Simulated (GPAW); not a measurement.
Crystal: HfO2.

```
Hf O
1.0
     3.55802    0.00000    0.00000
     0.00000    3.55802    0.00000
     0.00000    0.00000    5.17186
Hf O
2 4
Direct
  0.00000 0.00000 0.00000
  0.50000 0.50000 0.50000
  0.00000 0.50000 0.19721
  0.50000 0.00000 0.30279
  0.50000 0.00000 0.80279
  0.00000 0.50000 0.69721
```

Measurements of this composition are mostly on another form, of space group No. 14.

Base run:

- Program: GPAW 26.7.0
- Functional: LDA
- Potentials or basis: the program's PAW data sets (release 1.2.1) made for this functional
- Cutoff: 800 eV
- Basis: pw
- k mesh: 7 × 7 × 5
- Occupations: fermi-dirac, width 0.05 eV
- Spin: no spin polarisation

Its results: band gap on the k mesh 4.56 eV, indirect (least direct gap 4.63 eV); pressure -5.5 GPa; largest force 0.054 eV/Å.

The run is repeated on the same cell with these changes: functional from LDA to revPBE. What comes out?

Band gap on the k mesh 4.80 eV, indirect (least direct gap 4.87 eV); pressure 14.9 GPa; largest force 0.323 eV/Å.

revPBE binds less tightly than LDA, so the same cell stands under more pressure.

Caveats: spin-orbit coupling is left out, which moves the levels of the heavy elements; an odd mesh through Γ misses points on the zone boundary, where band edges often lie.

Not every run made on this cell is shown here.
